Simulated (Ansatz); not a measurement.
# LuH₃O₃: ¹⁷⁶Lu nuclear quadrupole resonance

Cell: a computed structure from the Materials Project (it need not be an observed phase), atoms as given.

Space group P6_3/m (No. 176); a = 6.2256, c = 3.4634 Å, γ = 120.00°.

| site | Wyckoff | site symmetry | x | y | z |
| --- | --- | --- | --- | --- | --- |
| Lu | 2c | -6.. | 0.6667 | 0.3333 | 0.7500 |
| H | 6h | m.. | 0.8612 | 0.7229 | 0.2500 |
| O | 6h | m.. | 0.9151 | 0.6010 | 0.2500 |

One atom of each set is listed.

Computed with Ansatz: DFT, r2SCAN, plane waves and PAW, scalar-relativistic, 500 eV cutoff, Γ-centred 5×5×7 k-points, Fermi–Dirac smearing 0.02 eV.

¹⁷⁶Lu: I = 7, Q = 4970 mb (year-2017 value). Static lattice, zero field.

Problem. The simulated lines lie at 10.6, 31.9, 53.1, 74.4, 95.6, 116.9, 138.1 MHz. What are |C_Q|, η and |V_zz| at Lu?

Solution. The lines follow from diagonalising the quadrupole Hamiltonian. Here |C_Q| = 1289 MHz, η = 0.00 and |V_zz| = 10.73 × 10²¹ V/m². The calculation gives V_zz negative; the lines don't show the sign. The site has 9 O at 2.36–2.43 Å.

An axis of threefold or higher order runs through Lu, so V_zz lies along it and η is zero.

The largest force is 0.5 eV/Å, so the atoms aren't at the calculated equilibrium and relaxing them would move these values. Without spin–orbit coupling the gradients at and beside Lu can be off by some per cent, at some sites by more.

Hardware: 1 thread of Arm Neoverse V2 (aarch64; 32 cores open to the job, memory cap 2.5 GiB, no GPU), a shared host with a load of 0.8 a core. Wall time 34 s, CPU time 34 s, peak memory 0.8 GiB.
